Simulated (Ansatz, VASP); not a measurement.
BAs: VASP beside Ansatz

```xyz
2
Lattice="0.0000 2.3885 2.3885 2.3885 0.0000 2.3885 2.3885 2.3885 0.0000" Properties=species:S:1:pos:R:3 pbc="T T T"
As    3.5827    3.5827    3.5827
B     0.0000    0.0000    0.0000
```

Alike in both runs: task band structure; functional r2SCAN0; k mesh 5 × 5 × 5; occupations fermi-dirac, width 0.05 eV; no spin polarisation.

```csv
,VASP,Ansatz
version,VASP 6.6.1,Ansatz 0.2.0
potentials or method,"VASP PAW PBE potentials, release 64 (As, B)",Ansatz PAW
plane-wave cutoff (eV),520,500
valence electrons in the cell,8,18
```

|  | VASP | Ansatz | Ansatz less VASP |
| --- | --- | --- | --- |
| gap on the k mesh at the Fermi level (eV) | 2.67 | 2.61 | -0.052 |
| least direct gap on the mesh (eV) | 4.91 | 4.86 | -0.046 |
| pressure (GPa) | -1.9 | -1.5 | +0.40 |

With one functional, cell and mesh, what is left measures potentials, basis and numerics. The two sets of potentials don't hold the same shells in valence.

Caveats: the k mesh is coarse (spacing up to 0.46 Å⁻¹), so the values aren't converged, least of all with exact exchange; an unscreened hybrid on a path of extra k points without a Coulomb cutoff has errors near the mesh points, so the bands along the path aren't reliable (VASP); the PAW data sets were made with another functional, which shifts forces and pressure a little (VASP); an odd mesh through Γ misses points on the zone boundary, where band edges often lie (VASP); the PAW data sets come from PBE, with cores solved anew for the run's functional, which leaves a small shift of forces and pressure (Ansatz); the thresholds are loose for stress (Ansatz).
